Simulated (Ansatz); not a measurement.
Computed with DFT PBE, scalar-relativistic, plane waves, PAW (Ansatz 0.2.0). All cells share a 420 eV cutoff and Γ-centred k meshes spaced at most about 0.3 Å⁻¹ (about 0.25 or finer for metals, 2π included). No spin polarisation.

All energies are static (0 K, no zero-point motion).

Compare these two cells of SiGe₅, each relaxed at this level.

A.

Space group P-3m1 (No. 164). a = 4.035 Å, b = 4.035 Å, c = 19.775 Å, α = 90.00°, β = 90.00°, γ = 120.00°
```json
{"atom": "Si", "site": "2d", "symmetry": "3m.", "x": "0.3333", "y": "0.6667", "z": "0.0183"}
{"atom": "Ge", "site": "2d", "symmetry": "3m.", "x": "0.6667", "y": "0.3333", "z": "0.8586"}
{"atom": "Ge", "site": "2c", "symmetry": "3m.", "x": "0.0000", "y": "0.0000", "z": "0.8158"}
{"atom": "Ge", "site": "2c", "symmetry": "3m.", "x": "0.0000", "y": "0.0000", "z": "0.6900"}
{"atom": "Ge", "site": "2d", "symmetry": "3m.", "x": "0.3333", "y": "0.6667", "z": "0.5214"}
{"atom": "Ge", "site": "2d", "symmetry": "3m.", "x": "0.6667", "y": "0.3333", "z": "0.3527"}
```

B.

Space group P3m1 (No. 156). a = 4.035 Å, b = 4.035 Å, c = 9.880 Å, α = 90.00°, β = 90.00°, γ = 120.00°
| atom | site | symmetry | x | y | z |
| --- | --- | --- | --- | --- | --- |
| Si | 1a | 3m. | 0.0000 | 0.0000 | 0.0002 |
| Ge | 1c | 3m. | 0.6667 | 0.3333 | 0.3314 |
| Ge | 1c | 3m. | 0.6667 | 0.3333 | 0.5832 |
| Ge | 1a | 3m. | 0.0000 | 0.0000 | 0.2456 |
| Ge | 1b | 3m. | 0.3333 | 0.6667 | 0.6685 |
| Ge | 1b | 3m. | 0.3333 | 0.6667 | 0.9212 |

Question: Which would you expect to be lower, and how large is the difference?

Answer: They are level within the accuracy (1 meV/atom apart, with A the lower in these runs). A has Si and Ge ordered on diamond sites, space group P-3m1 (No. 164), 23.2 Å³/atom and no gap on its mesh; B has Si and Ge ordered on diamond sites, space group P3m1 (No. 156), 23.2 Å³/atom and a gap of 0.05 eV. Counting Ge atoms around Si (those within 1.25 times the shortest such distance or 1.15 times the sum of covalent radii, 1.27 where that leaves under three), A has Si 1 and B has Si 4. Both come from invented guesses.

The k mesh leaves some 4 meV/atom of noise in the energy of each metallic cell. The zero gap of P-3m1 may come from the functional, which often closes small gaps. Cells relaxed within their symmetry can be saddle points.
